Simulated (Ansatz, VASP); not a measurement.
# MgH2: VASP beside Ansatz

run.py

```python
from ase import Atoms
from ase.calculators.vasp import Vasp
from ase.optimize import BFGS

atoms = Atoms(
    ['Mg', 'H', 'H'],
    cell=[[0.0, 2.3810671667, 2.3810671667], [2.3810671667, 0.0, 2.3810671667], [2.3810671667, 2.3810671667, 0.0]],
    scaled_positions=[[-0.025786, -0.006504, 0.00294], [0.243904, 0.264966, 0.219165], [0.780112, 0.766784, 0.697696]],
    pbc=True,
)
calc = Vasp(
    directory='calc',
    xc='revpbe',
    pp='PBE',
    setups='minimal',
    prec='Accurate',
    encut=500,
    ediff=1e-06,
    ismear=-5,
    sigma=0.05,
    lreal=False,
    lasph=True,
    nelm=80,
    algo='Fast',
    isif=2,
    lwave=True,
    lcharg=False,
    ivdw=13,
    kpts=[10, 10, 10],
    gamma=True,
)
atoms.calc = calc
opt = BFGS(atoms, trajectory='relax.traj')
converged = opt.run(fmax=0.005, steps=40)
print('converged:', converged)

print('energy (eV):', atoms.get_potential_energy())
print('free energy (eV):', atoms.get_potential_energy(force_consistent=True))
print('forces (eV/A):')
print(atoms.get_forces())
print('stress (eV/A^3, Voigt):', atoms.get_stress())
print('Fermi level (eV):', calc.get_fermi_level())
print('cell (A, degrees):', atoms.cell.cellpar())
print('volume (A^3):', atoms.get_volume())
print('scaled positions:')
print(atoms.get_scaled_positions())
```

The input input.yaml:

```yaml
crystal:
  lattice:
    - [0.0, 2.3810671667, 2.3810671667]
    - [2.3810671667, 0.0, 2.3810671667]
    - [2.3810671667, 2.3810671667, 0.0]
  atoms:
    - { symbol: Mg, position: [-0.025786, -0.006504, 0.00294] }
    - { symbol: H, position: [0.243904, 0.264966, 0.219165] }
    - { symbol: H, position: [0.780112, 0.766784, 0.697696] }
hamiltonian:
  xc: revpbe
  pseudopotentials: { kind: paw }
  dispersion: d4
kpoints:
  mp_grid: { grid: [10, 10, 10] }
scf:
  occupations: { method: tetrahedron }
output:
  forces: true
  stress: true
relax:
  f_tol: 0.01
  max_steps: 40
```

Change from the starting cell: atoms moved at random, drawn with an rms of 0.1 Å.

Alike in both runs: task relaxation of the atoms; functional revPBE; dispersion D4; k mesh 10 × 10 × 10; occupations tetrahedron; no spin polarisation.

|  | VASP | Ansatz |
| --- | --- | --- |
| version | VASP 6.6.1 | Ansatz 0.2.0 |
| potentials or method | VASP PAW PBE potentials, release 64 (Mg, H) | Ansatz PAW |
| plane-wave cutoff (eV) | 500 | 420 |
| valence electrons in the cell | 4 | 12 |

```tsv
	VASP	Ansatz	Ansatz less VASP
gap on the k mesh at the Fermi level, each at its own relaxed structure (eV)	none	none	-
energy change over the relaxation (meV/atom)	-15	-15	0.0
```

A gap of «none» marks a metal or a gap that the smearing closes. The two sets of potentials don't hold the same shells in valence.

Caveats: the PAW data sets were made with another functional, which shifts forces and pressure a little (VASP); tetrahedron occupations give inexact forces and stress in metals (VASP); the PAW data sets come from PBE, with cores solved anew for the run's functional, which leaves a small shift of forces and pressure (Ansatz); with tetrahedron occupations forces and stress needn't match the slope of the energy (Ansatz).
